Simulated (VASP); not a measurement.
# LiH (C2) in VASP: single point with PBEsol

Aim: the single point of LiH with PBEsol.

Program: VASP 6.6.1. These are calculated values, not measurements. Logs are shortened: lines on timing, memory, paths and dates and some standing lists are left out, and cuts for length are marked.

## Step 1: The cell of the first run

The structure is monoclinic, space group C2 (No. 5). The conventional cell has a = 4.956 Å, b = 3.192 Å, c = 2.847 Å, α = 90.00°, β = 124.20°, γ = 90.00°. Around Li (site symmetry 2) lie 2 H at 1.76 Å. Around H (site symmetry 2) lie 2 Li at 1.76 Å.

## Step 2: Single point, PBEsol (strained and moved within a subgroup)

INCAR

```
SYSTEM = LiH
  ALGO = Normal
  EDIFF = 1E-6
  ENCUT = 520
  GGA = PS
  ISIF = 2
  ISMEAR = 0
  LASPH = .TRUE.
  LCHARG = .FALSE.
  LREAL = .FALSE.
  LWAVE = .FALSE.
  NBANDS = 9
  NELM = 100
  PREC = Accurate
  SIGMA = 0.02
```

KPOINTS

```
k-points
0
G
  10 10 10
  0 0 0
```

POSCAR

```
LiH
1.0
    0.0000000000      2.2572335250      2.2572335250
    2.0602639500      0.1111167750      2.1461167500
    2.0385975000      2.1244503000      0.1327832250
Li H
1 1
Direct
    0.0869750038      0.0000000000      0.0000000000
    0.4130249962      0.5000000000      0.5000000000
```

Potentials or basis: VASP PAW PBE potentials, release 64 (Li_sv, H).

The run is started by

```
cat potpaw_PBE.64/Li_sv/POTCAR potpaw_PBE.64/H/POTCAR > POTCAR
mpirun -np 1 vasp_std > vasp.out
```

OUTCAR:

```text
SYSTEM = LiH
   EDIFF = 1E-6
   ENCUT = 520
   GGA = PS
   ISIF = 2
   ISMEAR = 0
   LASPH = .TRUE.
   LREAL = .FALSE.
   NELM = 100
   PREC = Accurate

 ion  position               nearest neighbor table
   1  0.087  0.000  0.000-
   2  0.413  0.500  0.500-

  LATTYP: Found a base centered monoclinic cell.
 ALAT       =     4.9555014422
 B/A-ratio  =     0.6441750248
 C/A-ratio  =     0.5745868595
 COS(beta)  =    -0.5621099084

  Lattice vectors:

 A1 = (   2.0385975000,  -0.1327832250,  -2.1244503000)
 A2 = (   2.0385975000,   2.1244503000,   0.1327832250)
 A3 = (   0.0216664500,  -2.0133335250,   2.0133335250)

Analysis of symmetry for initial positions (statically):
=====================================================================
 Subroutine PRICEL returns:
 Original cell was already a primitive cell.

 Routine SETGRP: Setting up the symmetry group for a
 base centered monoclinic supercell.

 Subroutine GETGRP returns: Found  2 space group operations
 (whereof  2 operations were pure point group operations)
 out of a pool of  4 trial point group operations.

The static configuration has the point symmetry C_2 .

Analysis of symmetry for dynamics (positions and initial velocities):
=====================================================================
 Subroutine PRICEL returns:
 Original cell was already a primitive cell.

 Routine SETGRP: Setting up the symmetry group for a
 base centered monoclinic supercell.

 Subroutine GETGRP returns: Found  2 space group operations
 (whereof  2 operations were pure point group operations)
 out of a pool of  4 trial point group operations.

The dynamic configuration has the point symmetry C_2 .

 Subroutine INISYM returns: Found  2 space group operations
 (whereof  2 operations are pure point group operations),
 and found     1 'primitive' translations

----------------------------------------------------------------------------------------

                                     Primitive cell

  volume of cell :      18.6265

  direct lattice vectors                    reciprocal lattice vectors
     0.000000000  2.257233525  2.257233525    -0.243984067  0.220197275  0.222822904
     2.060263950  0.111116775  2.146116750     0.241358438 -0.247045660  0.247045660
     2.038597500  2.124450300  0.132783225     0.246609697  0.249671290 -0.249671290

  length of vectors
     3.192210264  2.977054179  2.947337821     0.397070663  0.424637506  0.430683003

  position of ions in fractional coordinates (direct lattice)
     0.086975004  0.000000000  0.000000000
     0.413024996  0.500000000  0.500000000

  ion indices of the primitive-cell ions
   primitive index   ion index
                 1           1
                 2           2

----------------------------------------------------------------------------------------

 KPOINTS: k-points

Automatic generation of k-mesh.
 Grid dimensions read from file:
 generate k-points for:   10   10   10

 Generating k-lattice:

  Cartesian coordinates                     Fractional coordinates (reciprocal lattice)
    -0.024398407  0.022019727  0.022282290     0.100000000  0.000000000 -0.000000000
     0.024135844 -0.024704566  0.024704566     0.000000000  0.100000000 -0.000000000
     0.024660970  0.024967129 -0.024967129     0.000000000  0.000000000  0.100000000

  Length of vectors
     0.039707066  0.042463751  0.043068300

  Shift w.r.t. Gamma in fractional coordinates (k-lattice)
     0.000000000  0.000000000  0.000000000

 Subroutine IBZKPT returns following result:
 ===========================================

 Found    282 irreducible k-points:

 Following reciprocal coordinates:
            Coordinates               Weight
  0.000000  0.000000  0.000000      1.000000
  0.100000  0.000000  0.000000      4.000000
  0.200000  0.000000  0.000000      4.000000
  0.300000  0.000000 -0.000000      4.000000
  0.400000  0.000000  0.000000      4.000000
  0.500000 -0.000000  0.000000      2.000000
[... 16 lines left out ...]
 -0.400000  0.200000  0.000000      4.000000
 -0.300000  0.200000  0.000000      4.000000
 [... further k-points ...]
   k-points           NKPTS =    282   k-points in BZ     NKDIM =    282   number of bands    NBANDS=      9
   number of dos      NEDOS =    301   number of ions     NIONS =      2
   total plane-waves  NPLWV =  13824
   dimension x,y,z NGX =    24 NGY =   24 NGZ =   24
   dimension x,y,z NGXF=    48 NGYF=   48 NGZF=   48
   ions per type =               1   1
   NGX,Y,Z   is equivalent  to a cutoff of  12.50, 13.40, 13.54 a.u.
   NGXF,Y,Z  is equivalent  to a cutoff of  25.00, 26.80, 27.07 a.u.
 SYSTEM =  LiH
   PREC   = accura    normal or accurate (medium, high low for compatibility)
   ISTART =      0    job   : 0-new  1-cont  2-samecut
   ICHARG =      2    charge: 1-file 2-atom 10-const
   ISPIN  =      1    spin polarized calculation?
   LNONCOLLINEAR =      F non collinear calculations
   LSORBIT =      F    spin-orbit coupling
   LASPH  =      T    aspherical Exc in radial PAW
   ENCUT  =  520.0 eV  38.22 Ry    6.18 a.u.   5.94  5.54  5.48*2*pi/ulx,y,z
   NELM   =    100;   NELMIN=  2; NELMDL= -5     # of ELM steps
   EDIFF  = 0.1E-05   stopping-criterion for ELM
   LREAL  =      F    real-space projection
   EDIFFG = 0.1E-04   stopping-criterion for IOM
   NSW    =      0    number of steps for IOM
   IBRION =     -1    ionic relax: 0-MD 1-quasi-New 2-CG
   NFREE  =      0    steps in history (QN), initial steepest desc. (CG)
   ISIF   =      2    stress and relaxation
   ISYM   =      2    0-nonsym 1-usesym 2-fastsym
   POTIM  = 0.5000    time-step for ionic-motion
   TEBEG  =    0.0;   TEEND  =   0.0 temperature during run
   PSTRESS=    0.0 pullay stress
   NELECT =       4.0000    total number of electrons
   NUPDOWN=      -1.0000    fix difference up-down
   EMIN   =  10.00;   EMAX   =-10.00  energy-range for DOS
   EFERMI =   0.00;   METHOD = LEGACY
   ISMEAR =     0;   SIGMA  =   0.02  broadening in eV -4-tet -1-fermi 0-gaus
   EFERMI_NEDOS =   21; number of points for ismear=-14 and -15
   IALGO  =     38    algorithm
   IMIX   =      4    mixing-type and parameters
     AMIX     =   0.40;   BMIX     =  1.00
     AMIX_MAG =   1.60;   BMIX_MAG =  1.00
  volume/ion in A,a.u.               =       9.31        62.85
  Fermi-wavevector in a.u.,A,eV,Ry     =   0.980358  1.852607 13.076577  0.961101
  Thomas-Fermi vector in A             =   2.111282
   LORBIT       =      0    0 simple, 1 ext, 2 COOP (PROOUT), +10 PAW based schemes
   GGA     = PS    functional components
   LHFCALC =     F    Hartree Fock is set to
   AEXX    =    0.0000 exact exchange contribution
   IVDW    =     0    specifies the selected vdW correction
   LEPSILON=     F    determine dielectric tensor
   LRPA    =     F    only Hartree local field effects (RPA)
 non-spin polarized calculation
 Gauss-broadening in eV      SIGMA  =   0.02
  energy-cutoff  :      520.00
  volume of cell :       18.63
 maximum number of plane-waves:       519
   NGX = 11   NGY = 11   NGZ = 11

 number of electron       3.9999999 magnetization

 Free energy of the ion-electron system (eV)
  ---------------------------------------------------
  ext. energy  EPLUGINS =         0.00000000
  ---------------------------------------------------
  free energy    TOTEN  =        -5.94292230 eV

  energy without entropy =       -5.94292230  energy(sigma->0) =       -5.94292230

 E-fermi :  -0.2623     XC(G=0):  -8.0790

 val. band max:       -0.4528710145   @ k =   0.0000   0.5000   0.5000
 cond. band min:       2.7472855157   @ k =   0.0000   0.5000   0.5000
 fundamental gap:      3.2001565302
 Fermi energy:        -0.2622638001

 k-point     1 :       0.0000    0.0000    0.0000
  band No.  band energies     occupation
      1     -44.2464      2.00000
      2      -5.4177      2.00000
      3      11.4448      0.00000
      4      15.5837      0.00000
      5      16.9899      0.00000
      6      17.9838      0.00000
      7      18.3608      0.00000
      8      19.0974      0.00000
      9      22.0763      0.00000

 k-point     2 :       0.1000    0.0000    0.0000
  band No.  band energies     occupation
      1     -44.2441      2.00000
      2      -5.2618      2.00000
      3      10.4961      0.00000
      4      14.3522      0.00000
      5      16.5977      0.00000
      6      17.7471      0.00000
      7      19.1101      0.00000
      8      19.9331      0.00000
      9      22.5036      0.00000

 k-point     3 :       0.2000    0.0000    0.0000
  band No.  band energies     occupation
      1     -44.2380      2.00000
      2      -4.8043      2.00000
      3       8.1339      0.00000
      4      13.5561      0.00000
      5      15.8936      0.00000
      6      16.8309      0.00000
      7      19.6902      0.00000
      8      21.2328      0.00000
      9      21.4056      0.00000

 k-point     4 :       0.3000    0.0000   -0.0000
  band No.  band energies     occupation
      1     -44.2304      2.00000
      2      -4.0949      2.00000
      3       5.6319      0.00000
      4      13.2775      0.00000
      5      15.3055      0.00000
      6      16.0079      0.00000
      7      19.3203      0.00000
      8      19.9645      0.00000
      9      21.8765      0.00000

 k-point     5 :       0.4000    0.0000    0.0000
  band No.  band energies     occupation
      1     -44.2242      2.00000
      2      -3.3008      2.00000
      3       3.6764      0.00000
      4      13.2021      0.00000
      5      14.9629      0.00000
      6      15.5158      0.00000
      7      18.2841      0.00000
      8      19.0342      0.00000
      9      23.3446      0.00000

 k-point     6 :       0.5000   -0.0000    0.0000
  band No.  band energies     occupation
      1     -44.2217      2.00000
      2      -2.8912      2.00000
      3       2.8705      0.00000
      4      13.1938      0.00000
      5      14.8593      0.00000
      6      15.3695      0.00000
      7      17.8436      0.00000
      8      18.7128      0.00000
      9      24.3940      0.00000
[... 169 lines left out ...]
 k-point    21 :       0.4000    0.2000    0.0000
  band No.  band energies     occupation
      1     -44.2208      2.00000
      2      -3.2393      2.00000
      3       5.2690      0.00000
      4       9.8997      0.00000
      5      12.2757      0.00000
      6      14.9127      0.00000
      7      19.1035      0.00000
      8      23.3076      0.00000
      9      25.3476      0.00000

 k-point    22 :       0.5000    0.2000    0.0000
  band No.  band energies     occupation
      1     -44.2164      2.00000
      2      -2.4726      2.00000
      3       3.6020      0.00000
      4       9.3629      0.00000
      5      12.2965      0.00000
      6      14.6558      0.00000
      7      21.0496      0.00000
      8      22.6861      0.00000
      9      25.5605      0.00000

 k-point    23 :      -0.4000    0.2000    0.0000
  band No.  band energies     occupation
      1     -44.2153      2.00000
      2      -2.2848      2.00000
      3       3.2280      0.00000
      4       9.1346      0.00000
      5      12.8584      0.00000
      6      14.5899      0.00000
      7      20.6353      0.00000
      8      24.0229      0.00000
      9      24.3037      0.00000

 k-point    24 :      -0.3000    0.2000    0.0000
  band No.  band energies     occupation
      1     -44.2181      2.00000
      2      -2.8975      2.00000
      3       4.3854      0.00000
      4       9.2612      0.00000
      5      13.8055      0.00000
      6      14.7749      0.00000
      7      19.6335      0.00000
      8      22.6839      0.00000
      9      24.3633      0.00000

 [... further k-points ...]

------------------------ aborting loop because EDIFF is reached ----------------------------------------

  FORCE on cell =-STRESS in cart. coord.  units (eV):
  Direction    XX          YY          ZZ          XY          YZ          ZX
  --------------------------------------------------------------------------------------
  -------------------------------------------------------------------------------------
  Total       -0.6924191      0.1142241      0.1142241      0.0388233     -0.5072203     -0.0388233
  in kB      -59.5592015      9.8251171      9.8251171      3.3394298    -43.6291246     -3.3394301
  external PRESSURE =     -13.3029891 kB  Pullay stress =       0.0000000 kB

 VOLUME and BASIS-vectors are now :
 -----------------------------------------------------------------------------
  energy-cutoff  :      520.00
  volume of cell :       18.63
      direct lattice vectors                 reciprocal lattice vectors
     0.000000000  2.257233525  2.257233525    -0.243984067  0.220197275  0.222822904
     2.060263950  0.111116775  2.146116750     0.241358438 -0.247045660  0.247045660
     2.038597500  2.124450300  0.132783225     0.246609697  0.249671290 -0.249671290

 POSITION                                       TOTAL-FORCE (eV/Angst)
 -----------------------------------------------------------------------------------
      0.00000      0.19632      0.19632         0.000000     -0.339272     -0.339272
      2.04943      2.05008      2.07174        -0.000000      0.339272      0.339272
 -----------------------------------------------------------------------------------
    total drift:                                0.000003     -0.000221     -0.000221

  FREE ENERGIE OF THE ION-ELECTRON SYSTEM (eV)
  ---------------------------------------------------
  free  energy   TOTEN  =        -5.9429222990 eV

  energy  without entropy=       -5.9429222990  energy(sigma->0) =       -5.94292230
```

It took 11 s on 1 thread of Intel Xeon 6975P-C (Granite Rapids), shared host; peak memory 0.16 GiB.

Results:

| Property | Result |
| --- | --- |
| Free energy | -5.9429 eV |
| Largest force | 0.480 eV/Å |
| Band gap on the k mesh | 3.20 eV, direct |

Forces in eV/Å, atoms in the order of the input:
```
Li   0.000 -0.339 -0.339
H    0.000  0.339  0.339
```

Levels at points of the mesh, in eV from the valence-band top:
| k point | band 1 | band 2 | band 3 | band 4 | band 5 | band 6 | band 7 |
| --- | --- | --- | --- | --- | --- | --- | --- |
| (0.00, 0.00, 0.00) | -43.79 | -4.96 | 11.90 | 16.04 | 17.44 | 18.44 | 18.81 |
| (0.50, 0.00, 0.00) | -43.77 | -2.44 | 3.32 | 13.65 | 15.31 | 15.82 | 18.30 |
| (0.00, 0.50, 0.00) | -43.76 | -2.21 | 4.80 | 11.81 | 13.56 | 14.06 | 18.11 |
| (0.50, 0.50, 0.00) | -43.75 | -0.74 | 3.63 | 9.88 | 10.31 | 12.87 | 15.72 |
| (0.00, 0.00, 0.50) | -43.76 | -2.08 | 4.96 | 11.61 | 13.36 | 13.85 | 17.74 |
| (0.00, 0.50, 0.50) | -43.75 | 0.00 | 3.20 | 8.17 | 11.19 | 11.55 | 16.78 |

Caveat: the cutoff is under 1.25 times the usual one of these potentials, so pressure, stress and relaxed cells hold a basis-set (Pulay) error; the PAW data sets were made with another functional, which shifts forces and pressure a little. A k mesh can miss the band edges.
